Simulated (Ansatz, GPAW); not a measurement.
**A Ga chain with one P atom in line: relaxation, then transmission at several levels**

How well does a Ga chain with one P atom in line conduct once its atoms have relaxed, and how much do cheaper levels lose?

Method: Ansatz plane waves; relaxation of the junction with the lead ends held, in the first sound run; inputs show where later runs differ, in GPAW 26.7.0 and Ansatz 0.2.0.

This is a report of a sequence of runs, with most program output left out.

## 1. Starting point

The cell holds 13 atoms: 12 Ga and 1 P. Its edges and angles: a = 9.000 Å, b = 9.000 Å, c = 32.572 Å, α = 90.0°, β = 90.0°, γ = 90.0°. Regions: left lead, 6 atoms (6 Ga); channel, 1 atom (1 P); right lead, 6 atoms (6 Ga). Vacuum lies along a and b. The structure is stacked along c, and the current runs across the ab planes.

## 2. Relaxing the atoms

Transmission follows bond lengths closely, so the atoms between the held lead ends are relaxed first, from a slightly shaken start that lets symmetry break.

The input, input.yaml:

```yaml
crystal:
  lattice:
    - [9.0, 0.0, 0.0]
    - [0.0, 9.0, 0.0]
    - [0.0, 0.0, 32.5716]
  atoms:
    - { symbol: Ga, position: [0.5, 0.5, 0.0391445308] }
    - { symbol: Ga, position: [0.5, 0.5, 0.1174335925] }
    - { symbol: Ga, position: [0.5, 0.5, 0.1957226541] }
    - { symbol: Ga, position: [0.5, 0.5, 0.2740117157] }
    - { symbol: Ga, position: [0.5060891885, 0.4897388936, 0.3531832001] }
    - { symbol: Ga, position: [0.5002321241, 0.5043941667, 0.430945022] }
    - { symbol: P, position: [0.5060908621, 0.5001058125, 0.499524528] }
    - { symbol: Ga, position: [0.5019349497, 0.5014403562, 0.5690814949] }
    - { symbol: Ga, position: [0.4991756539, 0.5023981356, 0.6483479313] }
    - { symbol: Ga, position: [0.5, 0.5, 0.7259882843] }
    - { symbol: Ga, position: [0.5, 0.5, 0.8042773459] }
    - { symbol: Ga, position: [0.5, 0.5, 0.8825664075] }
    - { symbol: Ga, position: [0.5, 0.5, 0.9608554692] }
kpoints:
  mp_grid: { grid: [1, 1, 3] }
hamiltonian:
  xc: pbe
scf:
  occupations: { method: fermi_dirac, width: 0.1 }
relax:
  f_tol: 0.03
  max_steps: 80
  constraints: [{ sites: [0, 1, 2, 3, 9, 10, 11, 12] }]
```

Run with:

```
ansatz run input.yaml --threads 4 --pin off --max-ram 8192MiB --backend cpu --events-out ev --progress --plain --runs-dir out
```

Wall time 2 min (4 threads of Intel Xeon Platinum 8375C at 2.90GHz (Ice Lake), shared host); peak memory 2.7 GiB; 7.5 min of CPU time.

Step by step:

```csv
step,energy less that of the first step (eV),largest force component (eV/Å)
1,0.0000,0.6629
2,-0.0817,0.3183
3,-0.1878,0.4098
4,-0.3029,0.3583
5,-0.4110,0.1893
6,-0.4978,0.1772
7,-0.5548,0.2081
8,-0.6134,0.1194
9,-0.6614,0.2810
10,-0.6998,0.0477
11,-0.7117,0.0437
12,-0.7149,0.0243
13,-0.7175,0.0199
14,-0.7182,0.0075
15,-0.7190,0.0131
```

The atoms that moved most (Å):

| atom | dx | dy | dz | length |
| --- | --- | --- | --- | --- |
| P7 | 0.926 | -0.690 | 0.120 | 1.161 |
| Ga9 | -0.391 | 0.968 | -0.108 | 1.050 |
| Ga5 | 0.741 | -0.550 | 0.070 | 0.925 |
| Ga6 | 0.159 | -0.140 | 0.322 | 0.385 |
| Ga8 | 0.133 | -0.087 | -0.151 | 0.219 |

Final coordinates:

```cif
data_structure
_symmetry_space_group_name_H-M 'P 1'
_symmetry_Int_Tables_number 1
_cell_length_a 9.0000
_cell_length_b 9.0000
_cell_length_c 32.5716
_cell_angle_alpha 90.000
_cell_angle_beta 90.000
_cell_angle_gamma 90.000
_cell_volume 2638.30
loop_
_atom_site_label
_atom_site_type_symbol
_atom_site_fract_x
_atom_site_fract_y
_atom_site_fract_z
_atom_site_occupancy
Ga1 Ga 0.50000 0.50000 0.03914 1
Ga2 Ga 0.50000 0.50000 0.11743 1
Ga3 Ga 0.50000 0.50000 0.19572 1
Ga4 Ga 0.50000 0.50000 0.27401 1
Ga5 Ga 0.58840 0.42868 0.35535 1
Ga6 Ga 0.51794 0.48888 0.44083 1
P7 P 0.60901 0.42347 0.50322 1
Ga8 Ga 0.51676 0.49180 0.56444 1
Ga9 Ga 0.45577 0.60998 0.64503 1
Ga10 Ga 0.50000 0.50000 0.72599 1
Ga11 Ga 0.50000 0.50000 0.80428 1
Ga12 Ga 0.50000 0.50000 0.88257 1
Ga13 Ga 0.50000 0.50000 0.96086 1
```

This step gave:

| Quantity | Value |
| --- | --- |
| free energy | -46136.6495 eV |
| smearing term TS | 0.6638 eV |
| symmetry operations | 1 |

The relaxation lowered the energy of the cell by 0.719 eV.

## 3. Plane-wave reference (PBE)

A plane-wave run comes first: its basis does not favour the atoms, so it serves as the reference for the orbital bases.

This step: Ansatz plane waves; Landauer transmission by layers, zero bias (Ansatz 0.2.0).

The input, input.yaml:

```yaml
crystal:
  lattice:
    - [9.0, 0.0, 0.0]
    - [0.0, 9.0, 0.0]
    - [0.0, 0.0, 32.5716]
  atoms:
    - { symbol: Ga, position: [0.5, 0.5, 0.0391445308] }
    - { symbol: Ga, position: [0.5, 0.5, 0.1174335925] }
    - { symbol: Ga, position: [0.5, 0.5, 0.1957226541] }
    - { symbol: Ga, position: [0.5, 0.5, 0.2740117157] }
    - { symbol: Ga, position: [0.5883974568, 0.4286777537, 0.3553471355] }
    - { symbol: Ga, position: [0.5179421414, 0.4888814326, 0.4408272271] }
    - { symbol: P, position: [0.6090078823, 0.4234713723, 0.5032156317] }
    - { symbol: Ga, position: [0.516762481, 0.4918017822, 0.5644418925] }
    - { symbol: Ga, position: [0.4557743278, 0.609981692, 0.6450345307] }
    - { symbol: Ga, position: [0.5, 0.5, 0.7259882843] }
    - { symbol: Ga, position: [0.5, 0.5, 0.8042773459] }
    - { symbol: Ga, position: [0.5, 0.5, 0.8825664075] }
    - { symbol: Ga, position: [0.5, 0.5, 0.9608554692] }
kpoints:
  mp_grid: { grid: [1, 1, 3] }
hamiltonian:
  xc: pbe
scf:
  occupations: { method: fermi_dirac, width: 0.1 }
output:
  transmission:
    leads: [[0, 1]]
    e_range: [-2, 2]
    de: 0.025
    kmesh: [1, 1]
    reduced_basis: true
  write_potential: true
  write_density: true
  volumetric_format: npy
```

Elapsed: 78 s, on 4 threads; peak memory 2.7 GiB; 4.3 min of CPU time.

This step gave:

```
lead level                                              : 0 eV from the Fermi level
transmission at the Fermi level (one spin)              : 0.1717
open channels of the lead at the Fermi level (one spin) : 3
step of the potential along the lead                    : 44.7 meV
offset of the lead                                      : 0 Å
filling of the lead less its bulk value, in size        : 47.4 meV
conductance                                             : 0.1706 G₀
```

One spin. Transmission, zone mean against energy, zero at the Fermi level:

| energy (eV) | transmission, zone mean |
| --- | --- |
| -2.000 | 0.0519 |
| -1.900 | 0.0508 |
| -1.800 | 0.0494 |
| -1.700 | 0.0452 |
| -1.600 | 0.0294 |
| -1.500 | 0 |
| -1.425 | 0.445 |
| -1.400 | 0.245 |
| -1.300 | 0.0742 |
| -1.200 | 9.2e-6 |
| -1.100 | 0.245 |
| -1.000 | 0.0782 |
| -0.900 | 0.0555 |
| -0.800 | 0.0338 |
| -0.700 | 0.0200 |
| -0.600 | 0.0120 |
| -0.500 | 0.00738 |
| -0.400 | 0.00470 |
| -0.300 | 0.00309 |
| -0.200 | 0.0539 |
| -0.100 | 0.120 |
| 0.000 | 0.172 |
| 0.100 | 0.213 |
| 0.200 | 0.262 |
| 0.300 | 0.333 |
| 0.400 | 0.438 |
| 0.500 | 0.579 |
| 0.600 | 0.742 |
| 0.700 | 0.903 |
| 0.800 | 1.05 |
| 0.900 | 1.18 |
| 1.000 | 1.30 |
| 1.100 | 1.40 |
| 1.200 | 1.48 |
| 1.300 | 1.54 |
| 1.400 | 1.58 |
| 1.500 | 1.61 |
| 1.600 | 1.64 |
| 1.700 | 1.69 |
| 1.800 | 1.77 |
| 1.900 | 1.88 |
| 2.000 | 1.97 |

One spin. The open channels, zone mean by energy, zero at the Fermi level:

| energy (eV) | open channels, zone mean |
| --- | --- |
| -2.000 | 1 |
| -1.900 | 1 |
| -1.800 | 1 |
| -1.700 | 1 |
| -1.600 | 1 |
| -1.500 | 0 |
| -1.400 | 1 |
| -1.300 | 1 |
| -1.200 | 1 |
| -1.100 | 1 |
| -1.000 | 1 |
| -0.900 | 1 |
| -0.800 | 1 |
| -0.700 | 1 |
| -0.600 | 1 |
| -0.500 | 1 |
| -0.400 | 1 |
| -0.300 | 1 |
| -0.200 | 3 |
| -0.100 | 3 |
| 0.000 | 3 |
| 0.100 | 3 |
| 0.200 | 3 |
| 0.300 | 3 |
| 0.400 | 3 |
| 0.500 | 3 |
| 0.600 | 3 |
| 0.700 | 3 |
| 0.800 | 3 |
| 0.900 | 3 |
| 1.000 | 3 |
| 1.100 | 3 |
| 1.200 | 3 |
| 1.300 | 3 |
| 1.400 | 3 |
| 1.500 | 3 |
| 1.600 | 3 |
| 1.700 | 3 |
| 1.800 | 3 |
| 1.900 | 3 |
| 2.000 | 3 |

Crystal 0, spin -, k parallel (0, 0); distinct values, listed up to 1.5 1/Å. The Im kz of the slowest decaying states by energy, zero at the Fermi level:

| energy (eV) | decay 1 (Å⁻¹) | decay 2 (Å⁻¹) | decay 3 (Å⁻¹) | decay 4 (Å⁻¹) |
| --- | --- | --- | --- | --- |
| -2.000 | 0.641 | 0.642 | 1.14 | 1.27 |
| -1.800 | 0.604 | 0.605 | 1.12 | 1.25 |
| -1.600 | 0.564 | 0.564 | 1.09 | 1.22 |
| -1.400 | 0.520 | 0.521 | 1.07 | 1.20 |
| -1.200 | 0.472 | 0.473 | 1.04 | 1.18 |
| -1.000 | 0.418 | 0.419 | 1.01 | 1.16 |
| -0.800 | 0.356 | 0.357 | 0.988 | 1.14 |
| -0.600 | 0.279 | 0.281 | 0.960 | 1.11 |
| -0.400 | 0.171 | 0.174 | 0.932 | 1.09 |
| -0.200 | 0.903 | 1.06 | 1.18 | 1.18 |
| 0.000 | 0.873 | 1.04 | 1.15 | 1.15 |
| 0.200 | 0.842 | 1.01 | 1.13 | 1.13 |
| 0.400 | 0.810 | 0.986 | 1.11 | 1.11 |
| 0.600 | 0.776 | 0.959 | 1.09 | 1.09 |
| 0.800 | 0.741 | 0.931 | 1.06 | 1.06 |
| 1.000 | 0.704 | 0.902 | 1.04 | 1.04 |
| 1.200 | 0.665 | 0.872 | 1.01 | 1.01 |
| 1.400 | 0.624 | 0.841 | 0.985 | 0.988 |
| 1.600 | 0.580 | 0.809 | 0.957 | 0.962 |
| 1.800 | 0.532 | 0.776 | 0.929 | 0.935 |
| 2.000 | 0.479 | 0.741 | 0.900 | 0.907 |

Crystal 0, spin -, k parallel (0, 0). The Re kz of states that move upwards by energy, zero at the Fermi level:

| energy (eV) | channel 1 (Å⁻¹) | channel 2 (Å⁻¹) | channel 3 (Å⁻¹) |
| --- | --- | --- | --- |
| -2.000 | 1.18 | - | - |
| -1.900 | 1.19 | - | - |
| -1.800 | 1.20 | - | - |
| -1.700 | 1.21 | - | - |
| -1.600 | 1.22 | - | - |
| -1.500 | - | - | - |
| -1.400 | -1.22 | - | - |
| -1.300 | -1.21 | - | - |
| -1.200 | -1.20 | - | - |
| -1.100 | -1.19 | - | - |
| -1.000 | -1.18 | - | - |
| -0.900 | -1.17 | - | - |
| -0.800 | -1.16 | - | - |
| -0.700 | -1.15 | - | - |
| -0.600 | -1.14 | - | - |
| -0.500 | -1.13 | - | - |
| -0.400 | -1.12 | - | - |
| -0.300 | -1.12 | - | - |
| -0.200 | -1.11 | 0.138 | 0.141 |
| -0.100 | -1.10 | 0.209 | 0.212 |
| 0.000 | -1.09 | 0.262 | 0.264 |
| 0.100 | -1.08 | 0.306 | 0.307 |
| 0.200 | -1.07 | 0.344 | 0.345 |
| 0.300 | -1.06 | 0.379 | 0.380 |
| 0.400 | -1.05 | 0.410 | 0.412 |
| 0.500 | -1.04 | 0.440 | 0.441 |
| 0.600 | -1.03 | 0.468 | 0.469 |
| 0.700 | -1.02 | 0.494 | 0.495 |
| 0.800 | -1.02 | 0.519 | 0.520 |
| 0.900 | -1.01 | 0.543 | 0.544 |
| 1.000 | -0.998 | 0.567 | 0.567 |
| 1.100 | -0.990 | 0.589 | 0.590 |
| 1.200 | -0.981 | 0.610 | 0.611 |
| 1.300 | -0.973 | 0.631 | 0.632 |
| 1.400 | -0.964 | 0.651 | 0.652 |
| 1.500 | -0.956 | 0.671 | 0.672 |
| 1.600 | -0.947 | 0.691 | 0.691 |
| 1.700 | -0.939 | 0.709 | 0.710 |
| 1.800 | -0.931 | 0.728 | 0.729 |
| 1.900 | -0.922 | 0.746 | 0.747 |
| 2.000 | -0.914 | 0.764 | 0.764 |

The electrostatic potential energy of an electron (with the applied field's), less the Fermi level, planar mean oscillates, so the rows of the table below give means over windows of 2.61 Å about each position, cut where the curve ends. Its maxima inside the range that stand out by 2 % of the span (Å: eV): 2.6: 3.62, 5.1: 3.63, 7.7: 3.51, 10.3: 3.37, 13.0: 3.52, 15.5: 3.73, 17.4: 3.67, 19.7: 3.44, 22.3: 3.39, 24.9: 3.50, 27.5: 3.63, 30.0: 3.63. Its minima: 1.3: 2.61, 3.8: 2.63, 6.4: 2.59, 9.0: 2.41, 11.6: 2.29, 14.3: 2.65, 16.4: 2.61, 18.5: 2.64, 21.0: 2.33, 23.6: 2.42, 26.2: 2.59, 28.8: 2.63, 31.3: 2.61.

Electrostatic potential energy of an electron (with the applied field's), less the Fermi level, planar mean against z; means over each step:

```
z (Å)  electrostatic potential energy of an electron (with the applied field's), less the Fermi level, planar mean (eV)
 1.30                                                                                                              3.11
 3.92                                                                                                              3.12
 6.53                                                                                                              3.07
 9.14                                                                                                              2.91
11.75                                                                                                              2.83
14.36                                                                                                              3.15
16.97                                                                                                              3.12
19.58                                                                                                              2.96
22.19                                                                                                              2.88
24.80                                                                                                              2.97
27.41                                                                                                              3.09
30.02                                                                                                              3.10
```

The valence density, planar mean oscillates, so the rows of the table below give means over windows of 2.61 Å about each position, cut where the curve ends. Its maxima inside the range that stand out by 2 % of the span (Å: e/Å³): 1.3: 0.215, 3.8: 0.209, 6.4: 0.217, 9.0: 0.211, 11.6: 0.216, 14.3: 0.214, 16.6: 0.0360, 18.4: 0.216, 21.0: 0.215, 23.6: 0.211, 26.2: 0.217, 28.8: 0.209, 31.3: 0.215. Its minima: 2.6: 0.0138, 5.1: 0.0139, 7.7: 0.0137, 10.3: 0.0118, 12.9: 0.0103, 15.2: 0.0244, 17.5: 0.0253, 19.7: 0.0119, 22.3: 0.0120, 24.9: 0.0136, 27.5: 0.0139, 30.0: 0.0138.

Table of valence density, planar mean by z; means over each step:

```
z (Å)  valence density, planar mean (e/Å³)
 1.30                               0.0618
 3.92                               0.0619
 6.53                               0.0620
 9.14                               0.0613
11.75                               0.0604
14.36                               0.0637
16.97                               0.0440
19.58                               0.0600
22.19                               0.0597
24.80                               0.0656
27.41                               0.0661
30.02                               0.0661
```

The largest of the program's own error estimates on the conductance is 24 %. T at the Fermi level is 0.172; the potential still steps by 44.7 meV from one lead period to the next, more than the program accepts for a lead, so the cell is too short for a firm reference, and the program's own error estimates apply.

[end of part 1 of 3]

[Logs are printed without paths, hosts, clocks, repeated set-up lines and the standing remarks that a program may print on its own settings, such as how far it seeks lower states.]

[Hosts, paths, dates, database ids (printed as entryN), source tags and the programs' standing remarks are cut or masked in the printed files.]
